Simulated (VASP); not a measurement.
# SnS2 (P-3m1) in VASP: notebook

One crystal, SnS2, is run at these levels: PBE+D3(BJ); tasks: single point, relaxation of cell and atoms.

Program: VASP 6.6.1. These are calculated values, not measurements. Logs are shortened: lines on timing, memory, paths and dates and some standing lists are left out, and cuts for length are marked.

### Step 1. The structure

Symmetry: P-3m1, No. 164, trigonal system. Conventional cell: a = 3.669 Å, b = 3.669 Å, c = 5.810 Å, α = 90.00°, β = 90.00°, γ = 120.00°. Sn (site symmetry -3m) has 6 S at 2.58 Å as nearest neighbours. Around S (site symmetry 3m) lie 3 Sn at 2.58 Å.

The cell is a database's computed one.

### Step 2. Single point, PBE+D3(BJ)

File INCAR:

```
SYSTEM = SnS2
ALGO = Normal
EDIFF = 1E-6
ENCUT = 520
GGA = PE
ISIF = 2
ISMEAR = 0
IVDW = 12
LASPH = .True.
LCHARG = .True.
LELF = .True.
LREAL = .False.
LVHAR = .True.
LWAVE = .False.
NBANDS = 20
NELM = 100
PREC = Accurate
SIGMA = 0.02
```

File KPOINTS:

```
k-points
0
Gamma
  9 9 6
  0 0 0
```

File POSCAR:

```
SnS2
1.0
    3.6690660169      0.0000000000      0.0000000000
   -1.8345330084      3.1775043788      0.0000000000
    0.0000000000      0.0000000000      5.8095325827
Sn S
1 2
Direct
    0.0000000000      0.0000000000      0.0000000000
    0.3333333333      0.6666666667      0.2543925147
    0.6666666667      0.3333333333      0.7456074853
```

Potentials or basis: VASP PAW PBE potentials, release 64 (Sn_d, S).

On the command line:

```console
$ cat potpaw_PBE.64/Sn_d/POTCAR potpaw_PBE.64/S/POTCAR > POTCAR
$ mpirun -np 1 vasp_std > vasp.out
```

OUTCAR:

```text
SYSTEM = SnS2
   EDIFF = 1E-6
   ENCUT = 520
   GGA = PE
   ISIF = 2
   ISMEAR = 0
   IVDW = 12
   LASPH = .True.
   LREAL = .False.
   NELM = 100
   PREC = Accurate
 IVDW          = 12

 ion  position               nearest neighbor table
   1  0.000  0.000  0.000-   2 2.58   3 2.58   2 2.58   3 2.58   3 2.58   2 2.58
   2  0.333  0.667  0.254-   1 2.58   1 2.58   1 2.58
   3  0.667  0.333  0.746-   1 2.58   1 2.58   1 2.58

  LATTYP: Found a hexagonal cell.
 ALAT       =     3.6690660169
 C/A-ratio  =     1.5833818623

  Lattice vectors:

 A1 = (   3.6690660169,   0.0000000000,   0.0000000000)
 A2 = (  -1.8345330084,   3.1775043788,   0.0000000000)
 A3 = (   0.0000000000,   0.0000000000,   5.8095325827)

Analysis of symmetry for initial positions (statically):
=====================================================================
 Subroutine PRICEL returns:
 Original cell was already a primitive cell.

 Routine SETGRP: Setting up the symmetry group for a
 hexagonal supercell.

 Subroutine GETGRP returns: Found 12 space group operations
 (whereof 12 operations were pure point group operations)
 out of a pool of 24 trial point group operations.

The static configuration has the point symmetry D_3d.

Analysis of symmetry for dynamics (positions and initial velocities):
=====================================================================
 Subroutine PRICEL returns:
 Original cell was already a primitive cell.

 Routine SETGRP: Setting up the symmetry group for a
 hexagonal supercell.

 Subroutine GETGRP returns: Found 12 space group operations
 (whereof 12 operations were pure point group operations)
 out of a pool of 24 trial point group operations.

The dynamic configuration has the point symmetry D_3d.

 Subroutine INISYM returns: Found 12 space group operations
 (whereof 12 operations are pure point group operations),
 and found     1 'primitive' translations

----------------------------------------------------------------------------------------

                                     Primitive cell

  volume of cell :      67.7303

  direct lattice vectors                    reciprocal lattice vectors
     3.669066017  0.000000000  0.000000000     0.272548925  0.157356195  0.000000000
    -1.834533008  3.177504379  0.000000000     0.000000000  0.314712391  0.000000000
     0.000000000  0.000000000  5.809532583     0.000000000  0.000000000  0.172130888

  length of vectors
     3.669066017  3.669066017  5.809532583     0.314712391  0.314712391  0.172130888

  position of ions in fractional coordinates (direct lattice)
     0.000000000  0.000000000  0.000000000
     0.333333333  0.666666667  0.254392515
     0.666666667  0.333333333  0.745607485

  ion indices of the primitive-cell ions
   primitive index   ion index
                 1           1
                 2           2
                 3           3

----------------------------------------------------------------------------------------

 KPOINTS: k-points

Automatic generation of k-mesh.
 Grid dimensions read from file:
 generate k-points for:    9    9    6

 Generating k-lattice:

  Cartesian coordinates                     Fractional coordinates (reciprocal lattice)
     0.030283214  0.017484022  0.000000000     0.111111111 -0.000000000  0.000000000
     0.000000000  0.034968043  0.000000000     0.000000000  0.111111111  0.000000000
     0.000000000  0.000000000  0.028688481     0.000000000  0.000000000  0.166666667

  Length of vectors
     0.034968043  0.034968043  0.028688481

  Shift w.r.t. Gamma in fractional coordinates (k-lattice)
     0.000000000  0.000000000  0.000000000

 Subroutine IBZKPT returns following result:
 ===========================================

 Found     62 irreducible k-points:

 Following reciprocal coordinates:
            Coordinates               Weight
  0.000000  0.000000  0.000000      1.000000
  0.111111  0.000000  0.000000      6.000000
  0.222222  0.000000  0.000000      6.000000
  0.333333 -0.000000  0.000000      6.000000
  0.444444  0.000000  0.000000      6.000000
  0.111111  0.111111  0.000000      6.000000
[... 16 lines left out ...]
  0.222222  0.111111  0.166667     12.000000
 -0.111111  0.333333  0.166667     12.000000
 [... further k-points ...]
   k-points           NKPTS =     62   k-points in BZ     NKDIM =     62   number of bands    NBANDS=     20
   number of dos      NEDOS =    301   number of ions     NIONS =      3
   total plane-waves  NPLWV =  37632
   dimension x,y,z NGX =    28 NGY =   28 NGZ =   48
   dimension x,y,z NGXF=    56 NGYF=   56 NGZF=   96
   ions per type =               1   2
   NGX,Y,Z   is equivalent  to a cutoff of  12.69, 12.69, 13.74 a.u.
   NGXF,Y,Z  is equivalent  to a cutoff of  25.37, 25.37, 27.47 a.u.
 SYSTEM =  SnS2
   PREC   = accura    normal or accurate (medium, high low for compatibility)
   ISTART =      0    job   : 0-new  1-cont  2-samecut
   ICHARG =      2    charge: 1-file 2-atom 10-const
   ISPIN  =      1    spin polarized calculation?
   LNONCOLLINEAR =      F non collinear calculations
   LSORBIT =      F    spin-orbit coupling
   LASPH  =      T    aspherical Exc in radial PAW
   ENCUT  =  520.0 eV  38.22 Ry    6.18 a.u.   6.82  6.82 10.80*2*pi/ulx,y,z
   NELM   =    100;   NELMIN=  2; NELMDL= -5     # of ELM steps
   EDIFF  = 0.1E-05   stopping-criterion for ELM
   LREAL  =      F    real-space projection
   EDIFFG = 0.1E-04   stopping-criterion for IOM
   NSW    =      0    number of steps for IOM
   IBRION =     -1    ionic relax: 0-MD 1-quasi-New 2-CG
   NFREE  =      0    steps in history (QN), initial steepest desc. (CG)
   ISIF   =      2    stress and relaxation
   ISYM   =      2    0-nonsym 1-usesym 2-fastsym
   POTIM  = 0.5000    time-step for ionic-motion
   TEBEG  =    0.0;   TEEND  =   0.0 temperature during run
   PSTRESS=    0.0 pullay stress
   NELECT =      26.0000    total number of electrons
   NUPDOWN=      -1.0000    fix difference up-down
   EMIN   =  10.00;   EMAX   =-10.00  energy-range for DOS
   EFERMI =   0.00;   METHOD = LEGACY
   ISMEAR =     0;   SIGMA  =   0.02  broadening in eV -4-tet -1-fermi 0-gaus
   EFERMI_NEDOS =   21; number of points for ismear=-14 and -15
   IALGO  =     38    algorithm
   IMIX   =      4    mixing-type and parameters
     AMIX     =   0.40;   BMIX     =  1.00
     AMIX_MAG =   1.60;   BMIX_MAG =  1.00
  volume/ion in A,a.u.               =      22.58       152.36
  Fermi-wavevector in a.u.,A,eV,Ry     =   1.189794  2.248384 19.260530  1.415609
  Thomas-Fermi vector in A             =   2.325893
   LORBIT       =      0    0 simple, 1 ext, 2 COOP (PROOUT), +10 PAW based schemes
   GGA     = PE    functional components
   LHFCALC =     F    Hartree Fock is set to
   AEXX    =    0.0000 exact exchange contribution
   IVDW    =    12    specifies the selected vdW correction
   LEPSILON=     F    determine dielectric tensor
   LRPA    =     F    only Hartree local field effects (RPA)
 non-spin polarized calculation
 Gauss-broadening in eV      SIGMA  =   0.02
  energy-cutoff  :      520.00
  volume of cell :       67.73
 maximum number of plane-waves:      1846
   NGX = 13   NGY = 13   NGZ = 21

 number of electron      26.0000010 magnetization

 Free energy of the ion-electron system (eV)
  ---------------------------------------------------
  ext. energy  EPLUGINS =         0.00000000
  ---------------------------------------------------
  free energy    TOTEN  =       -13.15432525 eV

  energy without entropy =      -13.15432525  energy(sigma->0) =      -13.15432525

 E-fermi :   4.9722     XC(G=0):  -9.6587

 val. band max:        4.8233076578   @ k =   0.0000   0.0000   0.0000
 cond. band min:       6.0763015993   @ k =   0.0000   0.4444   0.3333
 fundamental gap:      1.2529939415
 Fermi energy:         4.9722302091

 k-point     1 :       0.0000    0.0000    0.0000
  band No.  band energies     occupation
      1     -16.1991      2.00000
      2     -16.1991      2.00000
      3     -16.1604      2.00000
      4     -16.1341      2.00000
      5     -16.1341      2.00000
      6      -8.9804      2.00000
[... 12 lines left out ...]
     19      14.2963      0.00000
     20      14.2963      0.00000

 k-point     2 :       0.1111    0.0000    0.0000
  band No.  band energies     occupation
      1     -16.2063      2.00000
      2     -16.1922      2.00000
      3     -16.1551      2.00000
      4     -16.1387      2.00000
      5     -16.1336      2.00000
      6      -8.8451      2.00000
[... 12 lines left out ...]
     19      13.9524      0.00000
     20      14.4169      0.00000

 k-point     3 :       0.2222    0.0000    0.0000
  band No.  band energies     occupation
      1     -16.2273      2.00000
      2     -16.1781      2.00000
      3     -16.1527      2.00000
      4     -16.1366      2.00000
      5     -16.1289      2.00000
      6      -8.4523      2.00000
[... 12 lines left out ...]
     19      13.4402      0.00000
     20      14.7503      0.00000

 k-point     4 :       0.3333   -0.0000    0.0000
  band No.  band energies     occupation
      1     -16.2533      2.00000
      2     -16.1700      2.00000
      3     -16.1628      2.00000
      4     -16.1191      2.00000
      5     -16.1153      2.00000
      6      -7.8587      2.00000
[... 12 lines left out ...]
     19      14.0763      0.00000
     20      15.3764      0.00000

 k-point     5 :       0.4444    0.0000    0.0000
  band No.  band energies     occupation
      1     -16.2708      2.00000
      2     -16.1693      2.00000
      3     -16.1686      2.00000
      4     -16.1073      2.00000
      5     -16.1025      2.00000
      6      -7.2468      2.00000
[... 12 lines left out ...]
     19      15.0543      0.00000
     20      15.8598      0.00000

 k-point     6 :       0.1111    0.1111    0.0000
  band No.  band energies     occupation
      1     -16.2178      2.00000
      2     -16.1852      2.00000
      3     -16.1462      2.00000
      4     -16.1453      2.00000
      5     -16.1298      2.00000
      6      -8.5805      2.00000
[... 12 lines left out ...]
     19      13.1150      0.00000
     20      14.8184      0.00000

 k-point     7 :       0.2222    0.1111    0.0000
  band No.  band energies     occupation
      1     -16.2377      2.00000
      2     -16.1786      2.00000
      3     -16.1545      2.00000
      4     -16.1351      2.00000
      5     -16.1159      2.00000
      6      -8.0824      2.00000
[... 12 lines left out ...]
     19      12.8257      0.00000
     20      15.4756      0.00000
[... 277 lines left out ...]
 k-point    20 :       0.4444    0.0000    0.1667
  band No.  band energies     occupation
      1     -16.2709      2.00000
      2     -16.1693      2.00000
      3     -16.1686      2.00000
      4     -16.1072      2.00000
      5     -16.1025      2.00000
      6      -7.2172      2.00000
[... 12 lines left out ...]
     19      15.1494      0.00000
     20      16.3965      0.00000

 k-point    21 :       0.0000    0.4444    0.1667
  band No.  band energies     occupation
      1     -16.2709      2.00000
      2     -16.1693      2.00000
      3     -16.1686      2.00000
      4     -16.1072      2.00000
      5     -16.1025      2.00000
      6      -7.2173      2.00000
[... 12 lines left out ...]
     19      14.7407      0.00000
     20      15.8603      0.00000

 k-point    22 :       0.1111    0.1111    0.1667
  band No.  band energies     occupation
      1     -16.2178      2.00000
      2     -16.1852      2.00000
      3     -16.1461      2.00000
      4     -16.1454      2.00000
      5     -16.1298      2.00000
      6      -8.5369      2.00000
[... 12 lines left out ...]
     19      13.4727      0.00000
     20      14.2100      0.00000

 k-point    23 :       0.2222    0.1111    0.1667
  band No.  band energies     occupation
      1     -16.2377      2.00000
      2     -16.1786      2.00000
      3     -16.1545      2.00000
      4     -16.1351      2.00000
      5     -16.1159      2.00000
      6      -8.0421      2.00000
[... 12 lines left out ...]
     19      13.2443      0.00000
     20      14.9671      0.00000

 k-point    24 :      -0.1111    0.3333    0.1667
  band No.  band energies     occupation
      1     -16.2378      2.00000
      2     -16.1786      2.00000
      3     -16.1545      2.00000
      4     -16.1350      2.00000
      5     -16.1159      2.00000
      6      -8.0410      2.00000
[... 12 lines left out ...]
     19      12.7482      0.00000
     20      14.9477      0.00000

 [... further k-points ...]

------------------------ aborting loop because EDIFF is reached ----------------------------------------

 Edisp (eV)   -0.98401

 E8    (eV) :    -0.4021

  FORCE on cell =-STRESS in cart. coord.  units (eV):
  Direction    XX          YY          ZZ          XY          YZ          ZX
  --------------------------------------------------------------------------------------
  -------------------------------------------------------------------------------------
  Total      -0.03955    -0.03955    -0.02404    -0.00000     0.00000     0.00000
  in kB      -0.93557    -0.93557    -0.56877    -0.00000     0.00000     0.00000
  external pressure =       -0.81 kB  Pullay stress =        0.00 kB

 VOLUME and BASIS-vectors are now :
 -----------------------------------------------------------------------------
  energy-cutoff  :      520.00
  volume of cell :       67.73
      direct lattice vectors                 reciprocal lattice vectors
     3.669066017  0.000000000  0.000000000     0.272548925  0.157356195  0.000000000
    -1.834533008  3.177504379  0.000000000     0.000000000  0.314712391  0.000000000
     0.000000000  0.000000000  5.809532583     0.000000000  0.000000000  0.172130888

 POSITION                                       TOTAL-FORCE (eV/Angst)
 -----------------------------------------------------------------------------------
      0.00000      0.00000      0.00000         0.000000      0.000000     -0.000000
     -0.00000      2.11834      1.47790         0.000000     -0.000000     -0.001437
      1.83453      1.05917      4.33163        -0.000000      0.000000      0.001437
 -----------------------------------------------------------------------------------
    total drift:                               -0.000000     -0.000000      0.000000

  FREE ENERGIE OF THE ION-ELECTRON SYSTEM (eV)
  ---------------------------------------------------
  free  energy   TOTEN  =       -14.1383327685 eV

  energy  without entropy=      -14.1383327685  energy(sigma->0) =      -14.13833277
```

Wall time 39 s (1 thread of Intel Xeon 6975P-C (Granite Rapids), shared host); peak memory 0.23 GiB.

What came out:

```yaml
Free_energy: -14.1383 eV
Pressure: -0.1 GPa
Band_gap_on_the_k_mesh: 1.25 eV, indirect (least direct gap 1.74 eV)
Dispersion_energy_per_atom: -0.328 eV
```

Caveat: spin-orbit coupling is left out, which moves the levels of the heavy elements; an odd mesh through Γ misses points on the zone boundary, where band edges often lie.

### Step 3. Relaxation of cell and atoms, PBE+D3(BJ)

File INCAR:

```
PREC = Accurate
ENCUT = 600
EDIFF = 1E-6
ISMEAR = 0
SIGMA = 0.02
LREAL = F
LASPH = T
NELM = 100
ALGO = Fast
ISIF = 3
LWAVE = F
LCHARG = F
GGA = PE
IVDW = 12
IBRION = 2
NSW = 100
EDIFFG = -0.01
```

File KPOINTS:

```
regular mesh
0
Gamma
  9 9 6
```

POSCAR is that of step 2.

Potentials or basis: VASP PAW PBE potentials, release 64 (Sn_d, S).

On the command line:

```console
$ cat potpaw_PBE.64/Sn_d/POTCAR potpaw_PBE.64/S/POTCAR > POTCAR
$ mpirun -np 1 vasp_std > vasp.out
```

Wall time 90 s (1 thread of Intel Xeon 6975P-C (Granite Rapids), shared host); peak memory 0.26 GiB.

It converged, with:

```
Free energy                            : -14.1386 eV
Relaxed volume                         : 22.56 Å³/atom
Relaxed cell                           : a = 3.668 Å, b = 3.668 Å, c = 5.808 Å, α = 90.00°, β = 90.00°, γ = 120.00°
Space group after relaxing (to 0.05 Å) : P-3m1 (No. 164)
Energy gained by relaxing              : 0.0 meV/atom
Ionic steps                            : 3
Pressure after relaxing                : 0.0 GPa
Largest force after relaxing           : 0.005 eV/Å
Band gap on the k mesh                 : 1.26 eV, indirect (least direct gap 1.75 eV)
Dispersion energy per atom             : -0.328 eV
```

Forces in eV/Å, atoms in the order of the input:
```
Sn   0.000  0.000  0.000
S    0.000  0.000  0.005
S    0.000  0.000 -0.005
```

Final structure:
```xyz
3
Lattice="3.6679 0.0000 0.0000 -1.8340 3.1765 0.0000 0.0000 0.0000 5.8085" Properties=species:S:1:pos:R:3 pbc="T T T"
Sn    0.0000    0.0000    5.8085
S     0.0000    2.1177    1.4776
S     1.8340    1.0588    4.3308
```

Levels at points of the mesh, in eV from the valence-band top:
| k point | band 10 | band 11 | band 12 | band 13 | band 14 | band 15 | band 16 | band 17 |
| --- | --- | --- | --- | --- | --- | --- | --- | --- |
| (0.00, 0.00, 0.00) | -0.72 | -0.48 | -0.48 | 0.00 | 1.75 | 3.53 | 5.33 | 5.33 |
| (0.00, 0.00, 0.50) | -0.83 | -0.83 | -0.32 | -0.32 | 2.98 | 3.61 | 5.03 | 5.03 |

Caveat: spin-orbit coupling is left out, which moves the levels of the heavy elements; an odd mesh through Γ misses points on the zone boundary, where band edges often lie.

### Step 4. Single point, PBE+D3(BJ)

File INCAR:

```
SYSTEM = SnS2
PREC = Accurate ; ENCUT = 520
EDIFF = 1E-7 ; ISMEAR = 0
SIGMA = 0.02 ; LREAL = .FALSE.
LASPH = .TRUE. ; NELM = 100
ALGO = Fast ; ISIF = 2
LWAVE = .FALSE. ; LCHARG = .FALSE.
GGA = PE ; IVDW = 12
NBANDS = 20
```

File KPOINTS:

```
regular mesh
0
G
  9 9 6
  0 0 0
```

POSCAR is that of step 3.

On the command line:

```console
$ cat potpaw_PBE.64/Sn_d/POTCAR potpaw_PBE.64/S/POTCAR > POTCAR
$ mpirun -np 1 vasp_std > vasp.out
```

Wall time 52 s (1 thread of Intel Xeon 6975P-C (Granite Rapids), shared host); peak memory 0.23 GiB.

The run converged. Its results:

| Quantity | Value |
| --- | --- |
| Free energy | -14.1383 eV |
| Pressure | -0.1 GPa |
| Band gap on the k mesh | 1.25 eV, indirect (least direct gap 1.74 eV) |
| Dispersion energy per atom | -0.328 eV |

Levels at points of the mesh, in eV from the valence-band top:
| k point | band 10 | band 11 | band 12 | band 13 | band 14 | band 15 | band 16 | band 17 |
| --- | --- | --- | --- | --- | --- | --- | --- | --- |
| (0.00, 0.00, 0.00) | -0.72 | -0.48 | -0.48 | 0.00 | 1.74 | 3.53 | 5.32 | 5.32 |
| (0.00, 0.00, 0.50) | -0.83 | -0.83 | -0.32 | -0.32 | 2.97 | 3.60 | 5.02 | 5.02 |

Caveat: spin-orbit coupling is left out, which moves the levels of the heavy elements; an odd mesh through Γ misses points on the zone boundary, where band edges often lie.
